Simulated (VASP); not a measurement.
# Au (Fm-3m) in VASP: band structure with PBEsol

Aim: the band structure of Au with PBEsol.

Program: VASP 6.6.1. These are calculated values, not measurements. Logs are shortened: lines on timing, memory, paths and dates and some standing lists are left out, and cuts for length are marked.

### 1 The crystal as given

Symmetry: Fm-3m, No. 225, cubic system. The conventional cell has a = 4.082 Å, b = 4.082 Å, c = 4.082 Å, α = 90.00°, β = 90.00°, γ = 90.00°. Au (site symmetry m-3m) is surrounded by 12 Au at 2.89 Å.

### 2 Band structure, PBEsol

Input file INCAR:

```
ALGO = Normal ; EDIFF = 1E-6
ENCUT = 520 ; GGA = PS
ICORELEVEL = 1 ; ISIF = 2
ISMEAR = 1 ; LASPH = True
LCHARG = False ; LMAXMIX = 4
LREAL = False ; LWAVE = False
NBANDS = 12 ; NELM = 80
PREC = Accurate ; SIGMA = 0.1
```

Input file KPOINTS:

```
k-points
0
Gamma
  16 16 16
```

Input file POSCAR:

```
Au                                      
1.0
    0.0000000000      2.0408538050      2.0408538050
    2.0408538050      0.0000000000      2.0408538050
    2.0408538050      2.0408538050      0.0000000000
  Au            
     1
Direct
     0.0000000000000000    0.0000000000000000    0.0000000000000000
```

Input file KPOINTS_OPT:

```
explicit points
206
Reciprocal
 0.0000000000  0.0000000000  0.0000000000 1
 0.0263157895  0.0000000000  0.0263157895 1
 0.0526315789  0.0000000000  0.0526315789 1
 0.0789473684  0.0000000000  0.0789473684 1
 0.1052631579  0.0000000000  0.1052631579 1
 0.1315789474  0.0000000000  0.1315789474 1
[... 198 lines left out ...]
 0.5000000000  0.2500000000  0.7500000000 1
 0.5000000000  0.0000000000  0.5000000000 1
```

Potentials or basis: VASP PAW PBE potentials, release 64 (Au).

Started as:

```bash
> cat potpaw_PBE.64/Au/POTCAR > POTCAR
> mpirun -np 1 vasp_std > vasp.out
```

OUTCAR:

```text
EDIFF = 1E-6
   ENCUT = 520
   GGA = PS
   ISIF = 2
   ISMEAR = 1
   LASPH = True
   LREAL = False
   NELM = 80
   PREC = Accurate

 ion  position               nearest neighbor table
   1  0.000  0.000  0.000-

  LATTYP: Found a face centered cubic cell.
 ALAT       =     4.0817076100

  Lattice vectors:

 A1 = (   0.0000000000,   2.0408538050,   2.0408538050)
 A2 = (   2.0408538050,   0.0000000000,   2.0408538050)
 A3 = (   2.0408538050,   2.0408538050,   0.0000000000)

Analysis of symmetry for initial positions (statically):
=====================================================================
 Subroutine PRICEL returns:
 Original cell was already a primitive cell.

 Routine SETGRP: Setting up the symmetry group for a
 face centered cubic supercell.

 Subroutine GETGRP returns: Found 48 space group operations
 (whereof 48 operations were pure point group operations)
 out of a pool of 48 trial point group operations.

The static configuration has the point symmetry O_h .

Analysis of symmetry for dynamics (positions and initial velocities):
=====================================================================
 Subroutine PRICEL returns:
 Original cell was already a primitive cell.

 Routine SETGRP: Setting up the symmetry group for a
 face centered cubic supercell.

 Subroutine GETGRP returns: Found 48 space group operations
 (whereof 48 operations were pure point group operations)
 out of a pool of 48 trial point group operations.

The dynamic configuration has the point symmetry O_h .

 Subroutine INISYM returns: Found 48 space group operations
 (whereof 48 operations are pure point group operations),
 and found     1 'primitive' translations

----------------------------------------------------------------------------------------

                                     Primitive cell

  volume of cell :      17.0007

  direct lattice vectors                    reciprocal lattice vectors
     0.000000000  2.040853805  2.040853805    -0.244995501  0.244995501  0.244995501
     2.040853805  0.000000000  2.040853805     0.244995501 -0.244995501  0.244995501
     2.040853805  2.040853805  0.000000000     0.244995501  0.244995501 -0.244995501

  length of vectors
     2.886203130  2.886203130  2.886203130     0.424344655  0.424344655  0.424344655

  position of ions in fractional coordinates (direct lattice)
     0.000000000  0.000000000  0.000000000

  ion indices of the primitive-cell ions
   primitive index   ion index
                 1           1

----------------------------------------------------------------------------------------

 KPOINTS: k-points

Automatic generation of k-mesh.
 Grid dimensions read from file:
 generate k-points for:   16   16   16

 Generating k-lattice:

  Cartesian coordinates                     Fractional coordinates (reciprocal lattice)
    -0.015312219  0.015312219  0.015312219     0.062500000  0.000000000  0.000000000
     0.015312219 -0.015312219  0.015312219     0.000000000  0.062500000  0.000000000
     0.015312219  0.015312219 -0.015312219     0.000000000  0.000000000  0.062500000

  Length of vectors
     0.026521541  0.026521541  0.026521541

  Shift w.r.t. Gamma in fractional coordinates (k-lattice)
     0.000000000  0.000000000  0.000000000

 Subroutine IBZKPT returns following result:
 ===========================================

 Found    145 irreducible k-points:

 Following reciprocal coordinates:
            Coordinates               Weight
  0.000000  0.000000  0.000000      1.000000
  0.062500  0.000000  0.000000      8.000000
  0.125000  0.000000  0.000000      8.000000
  0.187500  0.000000  0.000000      8.000000
  0.250000  0.000000  0.000000      8.000000
  0.312500  0.000000  0.000000      8.000000
[... 16 lines left out ...]
 -0.125000  0.062500  0.000000     24.000000
 -0.062500  0.062500  0.000000     12.000000
 [... further k-points ...]
   k-points           NKPTS =    145   k-points in BZ     NKDIM =    145   number of bands    NBANDS=     12
   number of dos      NEDOS =    301   number of ions     NIONS =      1
   total plane-waves  NPLWV =  13824
   dimension x,y,z NGX =    24 NGY =   24 NGZ =   24
   dimension x,y,z NGXF=    48 NGYF=   48 NGZF=   48
   ions per type =               1
   NGX,Y,Z   is equivalent  to a cutoff of  13.82, 13.82, 13.82 a.u.
   NGXF,Y,Z  is equivalent  to a cutoff of  27.65, 27.65, 27.65 a.u.
 SYSTEM =  unknown system
   PREC   = accura    normal or accurate (medium, high low for compatibility)
   ISTART =      0    job   : 0-new  1-cont  2-samecut
   ICHARG =      2    charge: 1-file 2-atom 10-const
   ISPIN  =      1    spin polarized calculation?
   LNONCOLLINEAR =      F non collinear calculations
   LSORBIT =      F    spin-orbit coupling
   LASPH  =      T    aspherical Exc in radial PAW
   ENCUT  =  520.0 eV  38.22 Ry    6.18 a.u.   5.37  5.37  5.37*2*pi/ulx,y,z
   NELM   =     80;   NELMIN=  2; NELMDL= -5     # of ELM steps
   EDIFF  = 0.1E-05   stopping-criterion for ELM
   LREAL  =      F    real-space projection
   EDIFFG = 0.1E-04   stopping-criterion for IOM
   NSW    =      0    number of steps for IOM
   IBRION =     -1    ionic relax: 0-MD 1-quasi-New 2-CG
   NFREE  =      0    steps in history (QN), initial steepest desc. (CG)
   ISIF   =      2    stress and relaxation
   ISYM   =      2    0-nonsym 1-usesym 2-fastsym
   POTIM  = 0.5000    time-step for ionic-motion
   TEBEG  =    0.0;   TEEND  =   0.0 temperature during run
   PSTRESS=    0.0 pullay stress
   NELECT =      11.0000    total number of electrons
   NUPDOWN=      -1.0000    fix difference up-down
   EMIN   =  10.00;   EMAX   =-10.00  energy-range for DOS
   EFERMI =   0.00;   METHOD = LEGACY
   ISMEAR =     1;   SIGMA  =   0.10  broadening in eV -4-tet -1-fermi 0-gaus
   EFERMI_NEDOS =   21; number of points for ismear=-14 and -15
   IALGO  =     38    algorithm
   IMIX   =      4    mixing-type and parameters
     AMIX     =   0.40;   BMIX     =  1.00
     AMIX_MAG =   1.60;   BMIX_MAG =  1.00
  volume/ion in A,a.u.               =      17.00       114.73
  Fermi-wavevector in a.u.,A,eV,Ry     =   1.415958  2.675773 27.278841  2.004938
  Thomas-Fermi vector in A             =   2.537343
   LORBIT       =      0    0 simple, 1 ext, 2 COOP (PROOUT), +10 PAW based schemes
   GGA     = PS    functional components
   LHFCALC =     F    Hartree Fock is set to
   AEXX    =    0.0000 exact exchange contribution
   IVDW    =     0    specifies the selected vdW correction
   LEPSILON=     F    determine dielectric tensor
   LRPA    =     F    only Hartree local field effects (RPA)
 non-spin polarized calculation
 Methfessel and Paxton  Order N= 1 SIGMA  =   0.10
  energy-cutoff  :      520.00
  volume of cell :       17.00
 maximum number of plane-waves:       474
 NGX is ok and might be reduce to    24
   NGX = 11   NGY = 11   NGZ = 11

 number of electron      11.0000000 magnetization

 Free energy of the ion-electron system (eV)
  ---------------------------------------------------
  ext. energy  EPLUGINS =         0.00000000
  ---------------------------------------------------
  free energy    TOTEN  =        -3.92374238 eV

  energy without entropy =       -3.92362330  energy(sigma->0) =       -3.92370269

 the core state eigenenergies are
   1-  1s -80736.8939  2s -14233.1705  2p -12299.3819  3s  -3350.5103  3p  -2789.8825
       3d  -2192.1779  4s   -718.0254  4p   -534.2544  4d   -313.9301  4f    -69.3331
       5s    -96.2996  5p    -47.6119

 E-fermi :   9.2819     XC(G=0): -12.8990

 val. band max:        9.1822395893   @ k =   0.5000   0.2500   0.1250
 cond. band min:       9.2985440589   @ k =   0.5000   0.3125   0.1250
 fundamental gap:      0.1163044696
 Fermi energy:         9.2818602166

 k-point     1 :       0.0000    0.0000    0.0000
  band No.  band energies     occupation
      1      -0.6280      2.00000
      2       4.6269      2.00000
      3       4.6269      2.00000
      4       4.6269      2.00000
      5       6.1636      2.00000
      6       6.1636      2.00000
      7      23.8150      0.00000
      8      27.8237      0.00000
      9      27.8237      0.00000
     10      27.8237      0.00000
     11      32.6978      0.00000
     12      37.3880      0.00000

 k-point     2 :       0.0625    0.0000    0.0000
  band No.  band energies     occupation
      1      -0.4913      2.00000
      2       4.5813      2.00000
      3       4.6742      2.00000
      4       4.6742      2.00000
      5       6.1419      2.00000
      6       6.1419      2.00000
      7      23.9774      0.00000
      8      26.9429      0.00000
      9      27.9874      0.00000
     10      27.9874      0.00000
     11      33.4218      0.00000
     12      35.8576      0.00000

 k-point     3 :       0.1250    0.0000    0.0000
  band No.  band energies     occupation
      1      -0.0951      2.00000
      2       4.4716      2.00000
      3       4.7925      2.00000
      4       4.7925      2.00000
      5       6.1039      2.00000
      6       6.1039      2.00000
      7      24.2741      0.00000
      8      25.2594      0.00000
      9      28.4415      0.00000
     10      28.4415      0.00000
     11      32.7342      0.00000
     12      35.0323      0.00000

 k-point     4 :       0.1875    0.0000    0.0000
  band No.  band energies     occupation
      1       0.5073      2.00000
      2       4.3818      2.00000
      3       4.9026      2.00000
      4       4.9026      2.00000
      5       6.1342      2.00000
      6       6.1342      2.00000
      7      22.8067      0.00000
      8      24.9826      0.00000
      9      29.0347      0.00000
     10      29.0347      0.00000
     11      31.3037      0.00000
     12      33.3894      0.00000

 k-point     5 :       0.2500    0.0000    0.0000
  band No.  band energies     occupation
      1       1.1829      2.00000
      2       4.4780      2.00000
      3       4.9096      2.00000
      4       4.9096      2.00000
      5       6.3266      2.00000
      6       6.3266      2.00000
      7      20.4675      0.00000
      8      24.8893      0.00000
      9      29.2637      0.00000
     10      29.2637      0.00000
     11      31.0548      0.00000
     12      32.3411      0.00000
[... 166 lines left out ...]
 k-point    17 :       0.5000    0.0625    0.0000
  band No.  band energies     occupation
      1       2.0646      2.00000
      2       4.5255      2.00000
      3       4.6758      2.00000
      4       6.7148      2.00000
      5       7.3783      2.00000
      6       8.8857      2.00000
      7      12.5167      0.00000
      8      23.3836      0.00000
      9      25.9835      0.00000
     10      26.1354      0.00000
     11      34.2183      0.00000
     12      34.4058      0.00000

 k-point    18 :      -0.4375    0.0625    0.0000
  band No.  band energies     occupation
      1       2.0659      2.00000
      2       4.5465      2.00000
      3       4.6753      2.00000
      4       6.6924      2.00000
      5       7.2481      2.00000
      6       8.6470      2.00000
      7      12.9239      0.00000
      8      23.4167      0.00000
      9      25.7381      0.00000
     10      26.5936      0.00000
     11      34.0033      0.00000
     12      34.2906      0.00000

 k-point    19 :      -0.3750    0.0625    0.0000
  band No.  band energies     occupation
      1       2.0475      2.00000
      2       4.6271      2.00000
      3       4.7358      2.00000
      4       6.0592      2.00000
      5       6.9488      2.00000
      6       7.7802      2.00000
      7      14.8688      0.00000
      8      23.6974      0.00000
      9      25.9738      0.00000
     10      27.5675      0.00000
     11      33.0081      0.00000
     12      33.8981      0.00000

 k-point    20 :      -0.3125    0.0625    0.0000
  band No.  band energies     occupation
      1       1.9116      2.00000

------------------------ aborting loop because EDIFF is reached ----------------------------------------

  FORCE on cell =-STRESS in cart. coord.  units (eV):
  Direction    XX          YY          ZZ          XY          YZ          ZX
  --------------------------------------------------------------------------------------
  -------------------------------------------------------------------------------------
  Total       -0.0098093     -0.0098093     -0.0098093     -0.0000000      0.0000000      0.0000000
  in kB       -0.9244527     -0.9244527     -0.9244527     -0.0000000      0.0000000      0.0000000
  external PRESSURE =      -0.9244527 kB  Pullay stress =       0.0000000 kB

 VOLUME and BASIS-vectors are now :
 -----------------------------------------------------------------------------
  energy-cutoff  :      520.00
  volume of cell :       17.00
      direct lattice vectors                 reciprocal lattice vectors
     0.000000000  2.040853805  2.040853805    -0.244995501  0.244995501  0.244995501
     2.040853805  0.000000000  2.040853805     0.244995501 -0.244995501  0.244995501
     2.040853805  2.040853805  0.000000000     0.244995501  0.244995501 -0.244995501

 POSITION                                       TOTAL-FORCE (eV/Angst)
 -----------------------------------------------------------------------------------
      0.00000      0.00000      0.00000         0.000000      0.000000      0.000000
 -----------------------------------------------------------------------------------
    total drift:                               -0.000000      0.000000      0.000000

  FREE ENERGIE OF THE ION-ELECTRON SYSTEM (eV)
  ---------------------------------------------------
  free  energy   TOTEN  =        -3.9237423833 eV

  energy  without entropy=       -3.9236232956  energy(sigma->0) =       -3.92370269
```

Wall time 31 s (1 thread of AMD EPYC 9R14 (Zen 4), shared host); peak memory 0.14 GiB.

Results:

```yaml
Free_energy: -3.9237 eV
Pressure: -0.1 GPa
Band_gap_along_the_path: none (metal or under the smearing width)
```

Levels at the corners of the path, in eV from the Fermi level:
```csv
point,band 1,band 2,band 3,band 4,band 5,band 6,band 7,band 8,band 9,band 10
Γ,-9.91,-4.65,-4.65,-4.65,-3.12,-3.12,14.53,18.54,18.54,18.54
X,-7.06,-6.73,-1.95,-1.59,-1.59,0.98,5.80,10.00,10.00,17.23
X,-7.06,-6.73,-1.95,-1.59,-1.59,0.98,5.80,10.00,10.00,17.23
W,-5.95,-5.14,-5.14,-3.28,-1.58,4.73,6.31,6.31,9.45,22.70
W,-5.95,-5.14,-5.14,-3.28,-1.58,4.73,6.31,6.31,9.45,22.70
K,-6.44,-5.82,-3.81,-2.83,-2.04,3.85,4.68,7.46,12.61,17.60
K,-6.44,-5.82,-3.81,-2.83,-2.04,3.85,4.68,7.46,12.61,17.60
Γ,-9.91,-4.65,-4.65,-4.65,-3.12,-3.12,14.53,18.54,18.54,18.54
Γ,-9.91,-4.65,-4.65,-4.65,-3.12,-3.12,14.53,18.54,18.54,18.54
L,-7.32,-4.69,-4.69,-1.91,-1.91,-1.00,3.10,13.97,17.15,17.15
L,-7.32,-4.69,-4.69,-1.91,-1.91,-1.00,3.10,13.97,17.15,17.15
U,-6.44,-5.82,-3.81,-2.83,-2.04,3.85,4.68,7.46,12.61,17.60
U,-6.44,-5.82,-3.81,-2.83,-2.04,3.85,4.68,7.46,12.61,17.60
W,-5.95,-5.14,-5.14,-3.28,-1.58,4.73,6.31,6.31,9.45,22.70
W,-5.95,-5.14,-5.14,-3.28,-1.58,4.73,6.31,6.31,9.45,22.70
L,-7.32,-4.69,-4.69,-1.91,-1.91,-1.00,3.10,13.97,17.15,17.15
L,-7.32,-4.69,-4.69,-1.91,-1.91,-1.00,3.10,13.97,17.15,17.15
K,-6.44,-5.82,-3.81,-2.83,-2.04,3.85,4.68,7.46,12.61,17.60
U,-6.44,-5.82,-3.81,-2.83,-2.04,3.85,4.68,7.46,12.61,17.60
X,-7.06,-6.73,-1.95,-1.59,-1.59,0.98,5.80,10.00,10.00,17.23
```

Core levels (eV, on the scale of the bands):
```tsv
atom	levels
1 Au	1s -80736.9, 2s -14233.2, 2p -12299.4, 3s -3350.5, 3p -2789.9, 3d -2192.2, 4s -718.0, 4p -534.3, 4d -313.9, 4f -69.3, 5s -96.3, 5p -47.6
```

Caveat: the PAW data sets were made with another functional, which shifts forces and pressure a little; spin-orbit coupling is left out, which moves the levels of the heavy elements.
